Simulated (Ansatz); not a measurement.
**CoO in Ansatz: the effect of dispersion**

CoO:

```
Co O
1.0
     2.85630    0.00000    0.00000
    -1.42815    2.47363    0.00000
     0.00000    0.00000    2.78761
Co O
1 1
Direct
  0.00000 0.00000 0.00000
  0.66667 0.33333 0.50000
```

Measurements of this composition are mostly on another form, of space group No. 225.

Alike in all runs:

| Property | Result |
| --- | --- |
| Program | Ansatz 0.2.0 |
| Task | relaxation of cell and atoms |
| Functional | PBE |
| Potentials or basis | Ansatz PAW |
| Cutoff | 420 eV (not typed: the program's choice for these potentials) |
| k mesh | 11 × 11 × 10 |
| Occupations | fermi-dirac, width 0.05 eV |
| Spin | collinear spin, ferromagnetic start |
| Starting moments | [2.0, 0.0] μB |

Each run relaxes the cell or the atoms first.

| dispersion | relaxed volume (Å³/atom) |
| --- | --- |
| none | ? |
| D3(BJ) | 9.23 |
| D3(BJ)-ATM | 9.26 |
| D4 | 9.26 |

Q: What does the run with dispersion none give?

A: Relaxed volume 9.43 Å³/atom.

Caveats: the plane-wave basis is chosen anew once the cell has moved, so the energies of steps on either side of that aren't comparable; a cell with one magnetic atom can't hold antiferromagnetic order, which such compounds often take; pairwise dispersion overbinds metals, which lowers pressure and volume (some runs).
